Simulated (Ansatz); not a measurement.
# Pt: pressure up to the limit of the methods

How does Pt (sc type) answer strong compression, and how long do frozen cores keep up with all electrons? Methods of the runs shown: LAPW, crystal datasets and norm-conserving. Companion runs by PAW are cited. Its runs: the reference run (LAPW); volume scaled by 1 (crystal datasets and norm-conserving); volume scaled by 0.88 (LAPW); volume scaled by 0.78 (LAPW, crystal datasets and norm-conserving); volume scaled by 0.68 (LAPW); volume scaled by 0.58 (LAPW); volume scaled by 0.5 (LAPW and norm-conserving); volume scaled by 0.43 (LAPW, crystal datasets and norm-conserving).

This is Pt in the simple cubic structure; at room conditions it is fcc.

Method: DFT PBE, with the methods named in each step, in Ansatz 0.2.0.

### 1 Starting point

It takes space group Pm-3m (No. 221, cubic). The conventional cell has a = 2.624 Å, b = 2.624 Å, c = 2.624 Å, α = 90.00°, β = 90.00°, γ = 90.00°. Around Pt (site symmetry m-3m) lie 6 Pt at 2.62 Å.

Structure file:

```cif
data_structure
_symmetry_space_group_name_H-M 'P 1'
_symmetry_Int_Tables_number 1
_cell_length_a 2.6244
_cell_length_b 2.6244
_cell_length_c 2.6244
_cell_angle_alpha 90.000
_cell_angle_beta 90.000
_cell_angle_gamma 90.000
_cell_volume 18.07
loop_
_atom_site_label
_atom_site_type_symbol
_atom_site_fract_x
_atom_site_fract_y
_atom_site_fract_z
_atom_site_occupancy
Pt1 Pt 0.00000 0.00000 0.00000 1
```

Whether this phase is the stable one at these pressures isn't tested.

### 2 The reference volume, LAPW

The input, input.yaml:

```yaml
crystal:
  lattice:
    - [2.6243521135, 0.0, 0.0]
    - [0.0, 2.6243521135, 0.0]
    - [0.0, 0.0, 2.6243521135]
  atoms:
    - { symbol: Pt, position: [0.0, 0.0, 0.0] }
kpoints:
  mp_grid: { grid: [16, 16, 16] }
  band_path:
    path:
      - [0.0, 0.0, 0.0]
      - [0.0, 0.5, 0.0]
      - [0.5, 0.5, 0.0]
      - [0.0, 0.0, 0.0]
      - [0.5, 0.5, 0.5]
      - [0.0, 0.5, 0.0]
      - [0.5, 0.5, 0.5]
      - [0.5, 0.5, 0.0]
    npoints: 14
scf:
  occupations: { method: fermi_dirac, width: 0.05 }
hamiltonian:
  xc: pbe
  pseudopotentials: { kind: all_electron, lapw: { basis_error: 0.001 } }
output:
  forces: true
  stress: true
  eigenvalues: true
  populations: true
  dos: { projected: true, de: 0.2, e_range: [-14, 8] }
```

The run is started by

```bash
> ansatz run input.yaml --threads 1 --pin off --max-ram 2048MiB --backend cpu --events-out ev --progress --plain --runs-dir out
```

### 3 Volume scaled by 1, crystal datasets

The input, input.yaml:

```yaml
crystal:
  lattice:
    - [2.6243521135, 0.0, 0.0]
    - [0.0, 2.6243521135, 0.0]
    - [0.0, 0.0, 2.6243521135]
  atoms:
    - { symbol: Pt, position: [0.0, 0.0, 0.0] }
kpoints:
  mp_grid: { grid: [16, 16, 16] }
scf:
  occupations: { method: fermi_dirac, width: 0.05 }
hamiltonian:
  xc: pbe
  pseudopotentials: { kind: all_electron, datasets: crystal }
output:
  forces: true
  stress: true
  eigenvalues: true
```

### 4 Volume scaled by 1, norm-conserving

input.yaml: that of step 3 with these lines changed.

```diff
@@ -13,3 +13,3 @@
   xc: pbe
-  pseudopotentials: { kind: all_electron, datasets: crystal }
+  pseudopotentials: { kind: nc }
 output:
```

### 5 Volume scaled by 0.88, LAPW

The input, input.yaml:

```yaml
crystal:
  lattice:
    - [2.5148745657, 0.0, 0.0]
    - [0.0, 2.5148745657, 0.0]
    - [0.0, 0.0, 2.5148745657]
  atoms:
    - { symbol: Pt, position: [0.0, 0.0, 0.0] }
kpoints:
  mp_grid: { grid: [16, 16, 16] }
  band_path:
    path:
      - [0.0, 0.0, 0.0]
      - [0.0, 0.5, 0.0]
      - [0.5, 0.5, 0.0]
      - [0.0, 0.0, 0.0]
      - [0.5, 0.5, 0.5]
      - [0.0, 0.5, 0.0]
      - [0.5, 0.5, 0.5]
      - [0.5, 0.5, 0.0]
    npoints: 8
scf:
  occupations: { method: fermi_dirac, width: 0.05 }
hamiltonian:
  xc: pbe
  pseudopotentials: { kind: all_electron, lapw: { basis_error: 0.001 } }
output:
  forces: true
  stress: true
  eigenvalues: true
  populations: true
  dos: { projected: true, de: 0.2, e_range: [-14, 8] }
```

### 6 Volume scaled by 0.78, LAPW

The input, input.yaml:

```yaml
crystal:
  lattice:
    - [2.4157591815, 0.0, 0.0]
    - [0.0, 2.4157591815, 0.0]
    - [0.0, 0.0, 2.4157591815]
  atoms:
    - { symbol: Pt, position: [0.0, 0.0, 0.0] }
kpoints:
  mp_grid: { grid: [16, 16, 16] }
scf:
  occupations: { method: fermi_dirac, width: 0.05 }
hamiltonian:
  xc: pbe
  pseudopotentials: { kind: all_electron, lapw: { basis_error: 0.001 } }
output:
  forces: true
  stress: true
  eigenvalues: true
  populations: true
```

### 7 Volume scaled by 0.78, crystal datasets

input.yaml: that of step 6 with these lines changed.

```diff
@@ -13,3 +13,3 @@
   xc: pbe
-  pseudopotentials: { kind: all_electron, lapw: { basis_error: 0.001 } }
+  pseudopotentials: { kind: all_electron, datasets: crystal }
 output:
@@ -18,2 +18 @@
   eigenvalues: true
-  populations: true
```

### 8 Volume scaled by 0.78, norm-conserving

input.yaml: that of step 7 with these lines changed.

```diff
@@ -13,3 +13,3 @@
   xc: pbe
-  pseudopotentials: { kind: all_electron, datasets: crystal }
+  pseudopotentials: { kind: nc }
 output:
```

### 9 Volume scaled by 0.68, LAPW

The input, input.yaml:

```yaml
crystal:
  lattice:
    - [2.3077658486, 0.0, 0.0]
    - [0.0, 2.3077658486, 0.0]
    - [0.0, 0.0, 2.3077658486]
  atoms:
    - { symbol: Pt, position: [0.0, 0.0, 0.0] }
kpoints:
  mp_grid: { grid: [16, 16, 16] }
scf:
  occupations: { method: fermi_dirac, width: 0.05 }
hamiltonian:
  xc: pbe
  pseudopotentials: { kind: all_electron, lapw: { basis_error: 0.001 } }
output:
  forces: true
  stress: true
  eigenvalues: true
  populations: true
```

### 10 Volume scaled by 0.58, LAPW

input.yaml: that of step 9 with these lines changed.

```diff
@@ -2,5 +2,5 @@
   lattice:
-    - [2.3077658486, 0.0, 0.0]
-    - [0.0, 2.3077658486, 0.0]
-    - [0.0, 0.0, 2.3077658486]
+    - [2.1885918071, 0.0, 0.0]
+    - [0.0, 2.1885918071, 0.0]
+    - [0.0, 0.0, 2.1885918071]
   atoms:
```

### 11 Volume scaled by 0.5, LAPW

input.yaml: that of step 10 with these lines changed.

```diff
@@ -2,5 +2,5 @@
   lattice:
-    - [2.1885918071, 0.0, 0.0]
-    - [0.0, 2.1885918071, 0.0]
-    - [0.0, 0.0, 2.1885918071]
+    - [2.0829496529, 0.0, 0.0]
+    - [0.0, 2.0829496529, 0.0]
+    - [0.0, 0.0, 2.0829496529]
   atoms:
```

### 12 Volume scaled by 0.5, norm-conserving

input.yaml: that of step 11 with these lines changed.

```diff
@@ -13,3 +13,3 @@
   xc: pbe
-  pseudopotentials: { kind: all_electron, lapw: { basis_error: 0.001 } }
+  pseudopotentials: { kind: nc }
 output:
@@ -18,2 +18 @@
   eigenvalues: true
-  populations: true
```

### 13 Volume scaled by 0.43, LAPW

The input, input.yaml:

```yaml
crystal:
  lattice:
    - [1.980819593, 0.0, 0.0]
    - [0.0, 1.980819593, 0.0]
    - [0.0, 0.0, 1.980819593]
  atoms:
    - { symbol: Pt, position: [0.0, 0.0, 0.0] }
kpoints:
  mp_grid: { grid: [16, 16, 16] }
  band_path:
    path:
      - [0.0, 0.0, 0.0]
      - [0.0, 0.5, 0.0]
      - [0.5, 0.5, 0.0]
      - [0.0, 0.0, 0.0]
      - [0.5, 0.5, 0.5]
      - [0.0, 0.5, 0.0]
      - [0.5, 0.5, 0.5]
      - [0.5, 0.5, 0.0]
    npoints: 8
scf:
  occupations: { method: fermi_dirac, width: 0.05 }
hamiltonian:
  xc: pbe
  pseudopotentials: { kind: all_electron, lapw: { basis_error: 0.001 } }
output:
  forces: true
  stress: true
  eigenvalues: true
  populations: true
  dos: { projected: true, de: 0.2, e_range: [-14, 8] }
```

### 14 Volume scaled by 0.43, crystal datasets

The input, input.yaml:

```yaml
crystal:
  lattice:
    - [1.980819593, 0.0, 0.0]
    - [0.0, 1.980819593, 0.0]
    - [0.0, 0.0, 1.980819593]
  atoms:
    - { symbol: Pt, position: [0.0, 0.0, 0.0] }
kpoints:
  mp_grid: { grid: [16, 16, 16] }
scf:
  occupations: { method: fermi_dirac, width: 0.05 }
hamiltonian:
  xc: pbe
  pseudopotentials: { kind: all_electron, datasets: crystal }
output:
  forces: true
  stress: true
  eigenvalues: true
```

### 15 Volume scaled by 0.43, norm-conserving

input.yaml: that of step 14 with these lines changed.

```diff
@@ -13,3 +13,3 @@
   xc: pbe
-  pseudopotentials: { kind: all_electron, datasets: crystal }
+  pseudopotentials: { kind: nc }
 output:
```

(Steps that only read results are left out.)

Before running it: what results should come out? Wanted: LAPW pressure at 0.43 of the volume; PAW pressure at 0.43 of the volume; crystal datasets pressure at 0.43 of the volume; norm-conserving pressure at 0.43 of the volume; fitted bulk modulus at zero pressure.

The runs gave:

```
                                          quantity       value
               LAPW pressure at 0.43 of the volume  1297.2 GPa
                PAW pressure at 0.43 of the volume  1299.6 GPa
PAW (cutoff 800 eV) pressure at 0.43 of the volume  1299.1 GPa
   crystal datasets pressure at 0.43 of the volume  1297.2 GPa
    norm-conserving pressure at 0.43 of the volume  1301.9 GPa
       fitted bulk modulus at zero pressure (LAPW)     203 GPa
                           its pressure derivative        4.72
```

**Reading.** At 0.43 of the starting volume LAPW gives 1297 GPa. A third-order Birch-Murnaghan curve fits the range only roughly (B₀ = 203 GPa, B′ = 4.72, misfit at most 15.28 GPa). A fit over so wide a range leans to the high pressures, so B₀ can be off by several per cent. Where LAPW's pressure is over 3 GPa, PAW's departs from it by at most 0.2 %, at 0.43 of the volume. The ions are at rest, and the electrons smeared by 0.05 eV. Spin-orbit coupling is left out, though the cell holds Pt; in elements this heavy it can shift bands and gaps by tenths of an eV.
